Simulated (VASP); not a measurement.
**Results of a VASP single-point calculation on Na$_{2}$S (strained antifluorite)**

POSCAR

```
S  Na
 1.0000000000000000
     0.0000000000000000    3.2391552886000001    3.2635710319000002
     3.2391552886000001    0.0000000000000000    3.2635710319000002
     3.2391552886000001    3.2391552886000001    0.0000000000000000
 S   Na
   1   2
Cartesian
  0.0000000000000000  0.0000000000000000  0.0000000000000000
  1.6195776443000001  1.6195776443000001  1.6317855159500001
  4.8587329329000006  4.8587329329000006  4.8953565478500014
```

- gap between bands v and c: 2.55 eV
- least direct gap: 2.55 eV

Band v is the last that the valence electrons fill when counted band by band, and c is the next. Levels in eV from the top of v:

```csv
point,v−1,v,c,c+1
Γ,0.00,0.00,2.55,7.81
X,-0.48,-0.48,3.85,6.05
K,-0.94,-0.35,4.57,6.53
L,-0.15,-0.13,4.87,6.53
W,-1.03,-0.59,4.84,7.29
```

**Question.** Which of these levels of theory gave these results?
A. r²SCAN
B. LDA
C. PBEsol
D. PBE0
E. PBE with spin–orbit coupling
F. HSE06
G. PBE

**Answer.** G.

The INCAR was:

```
NBANDS = 17
NELM = 120
GGA = PE
SIGMA = 0.02
LCHARG = .FALSE.
LREAL = .FALSE.
EDIFF = 1E-7
LWAVE = .FALSE.
PREC = Accurate
NSW = 0
IBRION = -1
ISIF = 2
ISMEAR = -1
LASPH = .TRUE.
ENCUT = 520
```
